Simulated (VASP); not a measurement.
A run of VASP 6.6.1 is set up as follows.

The input INCAR:

```
PREC = Accurate
ENCUT = 520
EDIFF = 1E-6
ISMEAR = -1
SIGMA = 0.05
LREAL = Auto
LASPH = True
NELM = 100
ALGO = Fast
ISIF = 2
LWAVE = False
LCHARG = True
GGA = PS
LELF = True
LVHAR = True
NBANDS = 51
```

KPOINTS

```
regular mesh
0
Gamma
  2 2 1
```

POSCAR

```
C
1.0
    7.3980000000      0.0000000000      0.0000000000
   -3.6990000000      6.4068560000      0.0000000000
    0.0000000000      0.0000000000     13.0000000000
C
18
Direct
    0.0069204194      0.0018105604      0.0767153846
    0.2239066301      0.1123171802      0.0753076923
   -0.0014469840      0.3270871079      0.0806846154
    0.2227651389      0.4458817242      0.0737153846
    0.0031815052      0.6697044541      0.0753307692
    0.2285852889      0.7802578987      0.0780769231
    0.3228145352     -0.0080070475      0.0810230769
    0.5477250978      0.1057773111      0.0714153846
    0.3321969949      0.3334396777      0.0751384615
    0.5546224497      0.4457412497      0.0746076923
    0.3352268847      0.6621812633      0.0751384615
    0.5489077943      0.7829737394      0.0838153846
    0.6607563029     -0.0006555477      0.0766230769
    0.8873566507      0.1078844288      0.0751230769
    0.6695632561      0.3309891778      0.0783000000
    0.8909151123      0.4474425522      0.0773461538
    0.6734920242      0.6723422534      0.0741153846
    0.8925250401      0.7828332649      0.0821153846
```

Potentials or basis: VASP PAW PBE potentials, release 64 (C).

Launch:

```console
$ cat potpaw_PBE.64/C/POTCAR > POTCAR
$ mpirun -np 1 vasp_std > vasp.out
```

What does it give for the largest force?

4.718 eV/Å.

What does it give for the band gap on the k mesh?

0.03 eV.

Forces on the atoms (eV/Å):
```
C   -2.078  0.166  0.229
C   -0.853 -0.062  0.554
C   -0.412  1.500 -1.190
C    0.098 -2.086  0.524
C    0.182 -0.517  0.820
C   -2.007 -2.547 -0.198
C    2.778  2.666 -1.075
C    0.454  1.539  1.473
C    0.696  0.393 -0.345
C    1.429  0.955  0.158
C   -1.781  1.723  0.624
C    4.057 -1.818 -1.578
C    0.652  0.434  0.050
C   -0.161  0.496  0.537
C   -1.892  0.355 -0.962
C    0.221 -1.114  0.223
C   -2.340 -1.121  1.436
C    0.957 -0.961 -1.280
```

Caveat: the k mesh is coarse (spacing up to 0.49 Å⁻¹), so the values aren't converged; the PAW data sets were made with another functional, which shifts forces and pressure a little. As with any semilocal functional, this PBEsol gap is likely too small.
